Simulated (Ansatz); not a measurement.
MgO, space group Fm-3m, a displacement scan with seeded SCF runs

Computed with Ansatz 0.2.0 through its Python package.

The cells in order, each with its output:

**Cell 1**
```python
import ansatz as az
import numpy as np

SETTINGS = {
    "kgrid": (6, 6, 6),
    "filling": "Fixed",
}
```

**Cell 2**
```python
lattice = az.Lattice.of(
    (0.0, 2.1085, 2.1085),
    (2.1085, 0.0, 2.1085),
    (2.1085, 2.1085, 0.0),
)
sites = [
    ("Mg", (0.0, 0.0, 0.0)),
    ("O", (0.5, 0.5, 0.5)),
]
system = az.Crystal(lattice=lattice)
for symbol, position in sites:
    system = system.atom(symbol, position)
```

**Cell 3**
```python
start = np.array(system.resolved().sites[0].position)
previous, rows = None, []
for step in range(6):
    target = start + step * 0.01 * np.eye(3)[2]
    calculation = system.move(0, to=target).calculation()
    calculation = calculation.kpoints(*SETTINGS["kgrid"], center="gamma").occupations(SETTINGS["filling"])
    calculation = calculation.forces()
    session = calculation.session()
    if previous is not None:
        session.seed_next_step(previous)
    previous = session.plan(retain="wavefunctions").execute()
    summary = previous.report
    shift = float(np.linalg.norm((target - start) @ np.array(summary["lattice"]["cell_ang"])))
    rows.append((step, shift, summary["lagrangian_ev"], float(np.linalg.norm(summary["forces_ev_ang"][0])), summary["n_iterations"], summary["n_symmetry_ops"]))
rows = [(row[0], row[1], 1000 * (row[2] - rows[0][2]), *row[3:]) for row in rows]
print("          step         moved A          dE meV  force on it eV/A      iterations  symmetry operations")
for row in rows:
    print(f"{str(row[0]):>14s}  {row[1]:14.4f}  {row[2]:14.3f}  {row[3]:16.4f}  {row[4]:14d}  {row[5]:19d}")
```
Output:
```text
DeckWarning: basis.ecutwfc = 420 eV, auto-derived from the records' recommended cutoffs: set by Mg (normal level)
          step         moved A          dE meV  force on it eV/A      iterations  symmetry operations
             0          0.0000           0.000            0.0000               6                   48
             1          0.0298           2.386            0.1602               6                    4
             2          0.0596           9.565            0.3218               6                    4
             3          0.0895          21.593            0.4865               5                    4
             4          0.1193          38.566            0.6542               5                    4
             5          0.1491          60.613            0.8262               6                    4
```

Reading the output:
- The k-point mesh is coarse, and energy and stress weren't tested for convergence.
- Of the deposited cell: the entry's cell lengths or inner coordinates differ somewhat from later room-temperature determinations.
- No functional is typed, so the default, PBE, holds.
- The structure is a deposited one; some such entries were measured under pressure or heat, so a shift against it needn't be the functional's error alone.
- Warnings are shown shortened and without file and line.
- The first step keeps the crystal's symmetry; the moved atom lowers it.
- The whole script took 6.5 s on 1 thread of Arm Neoverse V2 (shared host), peak memory 0.34 GiB.

(Lines on the test bed's own set-up are left out of the output.)
